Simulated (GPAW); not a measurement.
Runs of GPAW 26.7.0 on MgO. It takes space group Fm-3m (No. 225, cubic). Conventional cell: a = 4.194 Å, b = 4.194 Å, c = 4.194 Å, α = 90.00°, β = 90.00°, γ = 90.00°. Mg (site symmetry m-3m) has 6 O at 2.10 Å as nearest neighbours. O (site symmetry m-3m) is surrounded by 6 Mg at 2.10 Å. The cell is a database's computed one.

```tsv
task	level	potentials or basis	k mesh	cutoff (eV)	maxiter	band path	band points	eigensolver	mesh quality	gap on the mesh (eV)	pressure (GPa)	V0 of scaled cells (Å³/atom)	B0 (GPa)
band structure	SOGGA	PAW data sets generated in the run's folder for this functional, pw	9 × 9 × 9	800	150	GXWKGLUWLK,UX	60	-	not flagged	4.77	2.6	-	-
band structure	BEEF-vdW	GPAW PAW data sets (gpaw-data 1.2.1), pw	9 × 9 × 9	800	150	GXWKGLUWLK,UX	60	-	not flagged	(b)	-	-	-
band structure	PBEsol	PAW data sets generated in the run's folder for this functional, pw	9 × 9 × 9	800	150	GXWKGLUWLK,UX	60	-	not flagged	(a)	3.1	-	-
single point	HSE06	GPAW PAW data sets (gpaw-data 1.2.1), pw	5 × 5 × 5	600	60	-	-	-	coarse	6.65	-	-	-
equation of state	PBEsol+D4	PAW data sets generated in the run's folder for this functional, pw	9 × 9 × 9	800	150	-	-	-	not flagged	-	-	9.30	161
equation of state	BP86+D3	PAW data sets generated in the run's folder for this functional, pw	9 × 9 × 9	800	150	-	-	-	not flagged	-	-	9.17	164
```

Alike in all rows: no spin polarisation; cell as given; smearing fermi-dirac 0.05 eV.

**Question.** Estimate the missing entries.

**Answer.** (a) 4.78; (b) 5.24.

Caveats: some runs use coarse meshes; the PAW data sets were made with another functional, which shifts forces and pressure a little (some runs).

Runs at the PBE level aren't shown here.
